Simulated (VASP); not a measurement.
# PbO2 (Fm-3m) in VASP: notebook

The runs below take PbO2 through single point, with PBEsol.

All numbers are computed with VASP 6.6.1; they aren't measurements. Logs are shortened: lines on timing, memory, paths and dates and some standing lists are left out, and cuts for length are marked.

### 1 Starting point

The structure is cubic, space group Fm-3m (No. 225). Conventional cell: a = 5.404 Å, b = 5.404 Å, c = 5.404 Å, α = 90.00°, β = 90.00°, γ = 90.00°. Around Pb (site symmetry m-3m) lie 8 O at 2.34 Å. O (site symmetry -43m) is surrounded by 4 Pb at 2.34 Å.

The cell comes from a database or a generator and needn't be the stable form of this composition.

### 2 Single point, PBEsol

Contents of INCAR:

```
ADDGRID  = F            
ALGO     = Normal         # electronic algorithm
EDIFF    = 1E-7           # SCF threshold, eV
ENCUT    = 280            # plane-wave cutoff, eV
GGA      = PS             # functional
ISIF     = 2              # what is computed and relaxed
ISMEAR   = 0              # smearing method
LASPH    = T              # aspherical terms in the spheres
LCHARG   = F              # write CHGCAR
LREAL    = F              # projectors in reciprocal space
LWAVE    = F              # write WAVECAR
NELM     = 100            # most SCF steps
PREC     = Accurate       # precision mode
SIGMA    = 0.05           # smearing width, eV
```

Contents of KPOINTS:

```
k-points
0
Gamma
  3 3 3
```

Contents of POSCAR:

```
PbO2
1.0
    0.0000000000      2.7019920000      2.7019920000
    2.7019920000      0.0000000000      2.7019920000
    2.7019920000      2.7019920000      0.0000000000
Pb O
1 2
Direct
    0.0000000000      0.0000000000      0.0000000000
    0.7500000000      0.7500000000      0.7500000000
    0.2500000000      0.2500000000      0.2500000000
```

Potentials or basis: VASP PAW PBE potentials, release 64 (Pb, O).

Command:

```bash
> cat potpaw_PBE.64/Pb/POTCAR potpaw_PBE.64/O/POTCAR > POTCAR
> mpirun -np 1 vasp_std > vasp.out
```

OUTCAR:

```text
EDIFF = 1E-7
   ENCUT = 280
   GGA = PS
   ISIF = 2
   ISMEAR = 0
   LASPH = T
   LREAL = F
   NELM = 100
   PREC = Accurate

 Found      4 irreducible k-points:

 Following reciprocal coordinates:
            Coordinates               Weight
  0.000000  0.000000  0.000000      1.000000
  0.333333  0.000000  0.000000      8.000000
  0.333333  0.333333  0.000000      6.000000
 -0.333333  0.333333  0.000000     12.000000
   k-points           NKPTS =      4   k-points in BZ     NKDIM =      4   number of bands    NBANDS=     12
   number of dos      NEDOS =    301   number of ions     NIONS =      3
   total plane-waves  NPLWV =  13824
   dimension x,y,z NGX =    24 NGY =   24 NGZ =   24
   dimension x,y,z NGXF=    48 NGYF=   48 NGZF=   48
   ions per type =               1   2
   NGX,Y,Z   is equivalent  to a cutoff of  10.44, 10.44, 10.44 a.u.
   NGXF,Y,Z  is equivalent  to a cutoff of  20.88, 20.88, 20.88 a.u.
 SYSTEM =  unknown system
   PREC   = accura    normal or accurate (medium, high low for compatibility)
   ISTART =      0    job   : 0-new  1-cont  2-samecut
   ICHARG =      2    charge: 1-file 2-atom 10-const
   ISPIN  =      1    spin polarized calculation?
   LNONCOLLINEAR =      F non collinear calculations
   LSORBIT =      F    spin-orbit coupling
   LASPH  =      T    aspherical Exc in radial PAW
   ENCUT  =  280.0 eV  20.58 Ry    4.54 a.u.   5.21  5.21  5.21*2*pi/ulx,y,z
   NELM   =    100;   NELMIN=  2; NELMDL= -5     # of ELM steps
   EDIFF  = 0.1E-06   stopping-criterion for ELM
   LREAL  =      F    real-space projection
   EDIFFG = 0.1E-05   stopping-criterion for IOM
   NSW    =      0    number of steps for IOM
   IBRION =     -1    ionic relax: 0-MD 1-quasi-New 2-CG
   NFREE  =      0    steps in history (QN), initial steepest desc. (CG)
   ISIF   =      2    stress and relaxation
   ISYM   =      2    0-nonsym 1-usesym 2-fastsym
   POTIM  = 0.5000    time-step for ionic-motion
   TEBEG  =    0.0;   TEEND  =   0.0 temperature during run
   PSTRESS=    0.0 pullay stress
   NELECT =      16.0000    total number of electrons
   NUPDOWN=      -1.0000    fix difference up-down
   EMIN   =  10.00;   EMAX   =-10.00  energy-range for DOS
   EFERMI =   0.00;   METHOD = LEGACY
   ISMEAR =     0;   SIGMA  =   0.05  broadening in eV -4-tet -1-fermi 0-gaus
   EFERMI_NEDOS =   21; number of points for ismear=-14 and -15
   IALGO  =     38    algorithm
   IMIX   =      4    mixing-type and parameters
     AMIX     =   0.40;   BMIX     =  1.00
     AMIX_MAG =   1.60;   BMIX_MAG =  1.00
  volume/ion in A,a.u.               =      13.15        88.75
  Fermi-wavevector in a.u.,A,eV,Ry     =   1.211772  2.289916 19.978664  1.468390
  Thomas-Fermi vector in A             =   2.347277
   LORBIT       =      0    0 simple, 1 ext, 2 COOP (PROOUT), +10 PAW based schemes
   GGA     = PS    functional components
   LHFCALC =     F    Hartree Fock is set to
   AEXX    =    0.0000 exact exchange contribution
   IVDW    =     0    specifies the selected vdW correction
   LEPSILON=     F    determine dielectric tensor
   LRPA    =     F    only Hartree local field effects (RPA)
 non-spin polarized calculation
 Gauss-broadening in eV      SIGMA  =   0.05
  energy-cutoff  :      280.00
  volume of cell :       39.45
 maximum number of plane-waves:       432
 NGX is ok and might be reduce to    24
   NGX = 11   NGY = 11   NGZ = 11

 number of electron      16.0000010 magnetization

 Free energy of the ion-electron system (eV)
  ---------------------------------------------------
  ext. energy  EPLUGINS =         0.00000000
  ---------------------------------------------------
  free energy    TOTEN  =       -17.26002627 eV

  energy without entropy =      -17.25520810  energy(sigma->0) =      -17.25761718

 E-fermi :   3.4674     XC(G=0): -11.3064

 val. band max:        3.4184557006   @ k =  -0.3333   0.3333   0.0000
 cond. band min:       5.1181255376   @ k =   0.3333   0.3333   0.0000
 fundamental gap:      1.6996698370
 Fermi energy:         3.4673519391

 k-point     1 :       0.0000    0.0000    0.0000
  band No.  band energies     occupation
      1     -14.8712      2.00000
      2     -12.0788      2.00000
      3       0.8521      2.00000
      4       1.6475      2.00000
      5       1.6475      2.00000
      6       1.6475      2.00000
      7       2.5684      2.00000
      8       2.5684      2.00000
      9       2.5684      2.00000
     10      10.6134      0.00000
     11      10.6134      0.00000
     12      10.6134      0.00000

 k-point     2 :       0.3333    0.0000    0.0000
  band No.  band energies     occupation
      1     -14.0238      2.00000
      2     -12.4396      2.00000
      3      -2.3369      2.00000
      4       0.6607      2.00000
      5       1.1113      2.00000
      6       1.1113      2.00000
      7       2.3062      2.00000
      8       2.3062      2.00000
      9       5.7136      0.00000
     10      10.4224      0.00000
     11      12.4379      0.00000
     12      12.4380      0.00000

 k-point     3 :       0.3333    0.3333    0.0000
  band No.  band energies     occupation
      1     -13.9185      2.00000
      2     -12.2165      2.00000
      3      -3.5076      2.00000
      4      -0.3380      2.00000
      5      -0.3380      2.00000
      6       2.9477      2.00000
      7       3.2794      2.00000
      8       3.2794      2.00000
      9       5.1181      0.00000
     10       9.0716      0.00000
     11      13.6337      0.00000
     12      13.6337      0.00000

 k-point     4 :      -0.3333    0.3333    0.0000
  band No.  band energies     occupation
      1     -12.9811      2.00000
      2     -12.9765      2.00000
      3      -4.1135      2.00000
      4      -0.3764      2.00000
      5      -0.0555      2.00000
      6       1.8896      2.00000
      7       3.0124      2.00000
      8       3.4185      1.83333
      9       6.0707      0.00000
     10      11.8787      0.00000
     11      12.1439      0.00000
     12      13.9336      0.00000

------------------------ aborting loop because EDIFF is reached ----------------------------------------

  FORCE on cell =-STRESS in cart. coord.  units (eV):
  Direction    XX          YY          ZZ          XY          YZ          ZX
  --------------------------------------------------------------------------------------
  -------------------------------------------------------------------------------------
  Total      -14.5876996    -14.5876996    -14.5876996     -0.0000000     -0.0000000      0.0000000
  in kB     -592.4002364   -592.4002364   -592.4002364     -0.0000000     -0.0000000      0.0000000
  external PRESSURE =    -592.4002364 kB  Pullay stress =       0.0000000 kB

 VOLUME and BASIS-vectors are now :
 -----------------------------------------------------------------------------
  energy-cutoff  :      280.00
  volume of cell :       39.45
      direct lattice vectors                 reciprocal lattice vectors
     0.000000000  2.701992000  2.701992000    -0.185048660  0.185048660  0.185048660
     2.701992000  0.000000000  2.701992000     0.185048660 -0.185048660  0.185048660
     2.701992000  2.701992000  0.000000000     0.185048660  0.185048660 -0.185048660

 POSITION                                       TOTAL-FORCE (eV/Angst)
 -----------------------------------------------------------------------------------
      0.00000      0.00000      0.00000         0.000000      0.000000     -0.000000
      4.05299      4.05299      4.05299         0.000000      0.000000      0.000000
      1.35100      1.35100      1.35100        -0.000000     -0.000000     -0.000000
 -----------------------------------------------------------------------------------
    total drift:                                0.000000      0.000000      0.000000

  FREE ENERGIE OF THE ION-ELECTRON SYSTEM (eV)
  ---------------------------------------------------
  free  energy   TOTEN  =       -17.2600262666 eV

  energy  without entropy=      -17.2552081029  energy(sigma->0) =      -17.25761718
```

Run time: 7.5 s. Hardware: 1 thread of AMD EPYC 7R43 (Zen 3), shared host; peak memory 0.09 GiB.

The run converged, but a check on its numbers failed (symmetry, net force, bounds or a known fault of this set-up), so they aren't taken as properties of the crystal.

Caveat: the k mesh is coarse (spacing up to 0.67 Å⁻¹), so the values aren't converged; the cutoff lies under the usual one of these potentials, so the numbers hold a large basis-set error; a pressure of tens of GPa on the cell as given is suspect, and the run, the potentials or the cell itself is likely at fault; the PAW data sets were made with another functional, which shifts forces and pressure a little.

### 3 Single point, PBEsol

Edit INCAR of step 2 so:

```diff
@@ -3,3 +3,3 @@
 EDIFF    = 1E-7           # SCF threshold, eV
-ENCUT    = 280            # plane-wave cutoff, eV
+ENCUT    = 650            # plane-wave cutoff, eV
 GGA      = PS             # functional
```

Contents of KPOINTS:

```
k-points
0
Gamma
  2 2 2
```

POSCAR is that of step 2.

Potentials or basis: VASP PAW PBE potentials, release 64 (Pb, O).

Command:

```bash
> cat potpaw_PBE.64/Pb/POTCAR potpaw_PBE.64/O/POTCAR > POTCAR
> mpirun -np 1 vasp_std > vasp.out
```

Run time: 9.9 s. Hardware: 1 thread of AMD EPYC 7R43 (Zen 3), shared host; peak memory 0.15 GiB.

The run converged, but some of its settings lie outside the range that counts as converged, so its numbers aren't taken as properties of the crystal.

Results:

| Item | Value |
| --- | --- |
| Free energy | -16.9306 eV |
| Pressure | -3.6 GPa |
| Band gap on the k mesh | none (metal or under the smearing width) |

Caveat: the k mesh is coarse (spacing up to 1.01 Å⁻¹), so the values aren't converged; the PAW data sets were made with another functional, which shifts forces and pressure a little.

### 4 Single point, PBEsol

Edit INCAR of step 3 so:

```diff
@@ -3,3 +3,3 @@
 EDIFF    = 1E-7           # SCF threshold, eV
-ENCUT    = 650            # plane-wave cutoff, eV
+ENCUT    = 340            # plane-wave cutoff, eV
 GGA      = PS             # functional
```

Contents of KPOINTS:

```
k-points
0
Gamma
  3 3 3
```

POSCAR is that of step 3.

Command:

```bash
> cat potpaw_PBE.64/Pb/POTCAR potpaw_PBE.64/O/POTCAR > POTCAR
> mpirun -np 1 vasp_std > vasp.out
```

Run time: 6.1 s. Hardware: 1 thread of AMD EPYC 7R43 (Zen 3), shared host; peak memory 0.1 GiB.

The run converged, but a check on its numbers failed (symmetry, net force, bounds or a known fault of this set-up), so they aren't taken as properties of the crystal.

Caveat: the k mesh is coarse (spacing up to 0.67 Å⁻¹), so the values aren't converged; the cutoff lies under the usual one of these potentials, so the numbers hold a large basis-set error; the PAW data sets were made with another functional, which shifts forces and pressure a little.

### 5 Single point, PBEsol

Edit INCAR of step 4 so:

```diff
@@ -3,3 +3,3 @@
 EDIFF    = 1E-7           # SCF threshold, eV
-ENCUT    = 340            # plane-wave cutoff, eV
+ENCUT    = 400            # plane-wave cutoff, eV
 GGA      = PS             # functional
```

KPOINTS is that of step 4.

POSCAR is that of step 4.

Command:

```bash
> cat potpaw_PBE.64/Pb/POTCAR potpaw_PBE.64/O/POTCAR > POTCAR
> mpirun -np 1 vasp_std > vasp.out
```

Run time: 8.2 s. Hardware: 1 thread of AMD EPYC 7R43 (Zen 3), shared host; peak memory 0.12 GiB.

These settings aren't checked as converged: the numbers below hold their error.

Results:

```
Free energy            : -17.0184 eV
Band gap on the k mesh : none (metal or under the smearing width)
```

Caveat: the k mesh is coarse (spacing up to 0.67 Å⁻¹), so the values aren't converged; the cutoff is under 1.25 times the usual one of these potentials, so pressure, stress and relaxed cells hold a basis-set (Pulay) error; the PAW data sets were made with another functional, which shifts forces and pressure a little.

### 6 Single point, PBEsol

Edit INCAR of step 5 so:

```diff
@@ -3,3 +3,3 @@
 EDIFF    = 1E-7           # SCF threshold, eV
-ENCUT    = 400            # plane-wave cutoff, eV
+ENCUT    = 460            # plane-wave cutoff, eV
 GGA      = PS             # functional
```

KPOINTS is that of step 5.

POSCAR is that of step 5.

Potentials or basis: VASP PAW PBE potentials, release 64 (Pb, O).

Command:

```bash
> cat potpaw_PBE.64/Pb/POTCAR potpaw_PBE.64/O/POTCAR > POTCAR
> mpirun -np 1 vasp_std > vasp.out
```

Run time: 9.1 s. Hardware: 1 thread of AMD EPYC 7R43 (Zen 3), shared host; peak memory 0.12 GiB.

These settings aren't checked as converged: the numbers below hold their error.

Results:

- Free energy: -16.9984 eV
- Pressure: -7.3 GPa
- Band gap on the k mesh: none (metal or under the smearing width)

Caveat: the k mesh is coarse (spacing up to 0.67 Å⁻¹), so the values aren't converged; the cutoff is under 1.25 times the usual one of these potentials, so pressure, stress and relaxed cells hold a basis-set (Pulay) error; the PAW data sets were made with another functional, which shifts forces and pressure a little.

### 7 For comparison

An earlier run on the cell as given: functional PBE; potentials or basis VASP PAW PBE potentials, release 64 (Pb_d, O); cutoff 520 eV; k mesh 9 × 9 × 9; occupations fermi-dirac, width 0.05 eV; no spin polarisation.

- Pressure: 0.6 GPa
- Band gap on the k mesh: none (metal or under the smearing width)
